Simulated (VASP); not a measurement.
Here is a VASP 6.6.1 calculation.

Contents of INCAR:

```
ALGO = Fast ; EDIFF = 1E-4
EDIFFG = -0.08 ; ENCUT = 520
GGA = PE ; IBRION = 2
ISIF = 3 ; ISMEAR = 0
LASPH = T ; LCHARG = F
LREAL = F ; LWAVE = F
NELM = 60 ; NSW = 24
PREC = Normal ; SIGMA = 0.15
```

The input KPOINTS:

```
k-points
0
Gamma
  6 6 3
```

The input POSCAR:

```
SiGe3
1.0
    3.3105895000      0.0000000000      0.0000000000
    0.0000000000      3.3105895000      0.0000000000
    0.0000000000      0.0000000000      8.3883502500
Si Ge
1 3
Direct
    0.0000000000      0.0000000000      0.0000000000
    0.5000000000      0.5000000000      0.7661913000
    0.0000000000      0.0000000000      0.5000000000
    0.5000000000      0.5000000000      0.2338087000
```

Potentials or basis: VASP PAW PBE potentials, release 64 (Si, Ge_d).

Run with:

```sh
$ cat potpaw_PBE.64/Si/POTCAR potpaw_PBE.64/Ge_d/POTCAR > POTCAR
$ mpirun -np 1 vasp_std > vasp.out
```

Task: Estimate the relaxed volume.

Result: 18.52 Å³/atom.

Task: Estimate the space group after relaxing (to 0.05 Å).

Result: P4/mmm (No. 123).

Forces in eV/Å, atoms in the order of the input:
```
Si   0.000  0.000  0.000
Ge   0.000  0.000 -0.036
Ge   0.000  0.000  0.000
Ge   0.000  0.000  0.036
```

Caveat: the volume moved by over 15 % at a fixed basis, so the end points are rough; the relaxation stopped at a loose force limit of 0.08 eV/Å, so its end isn't a converged minimum.
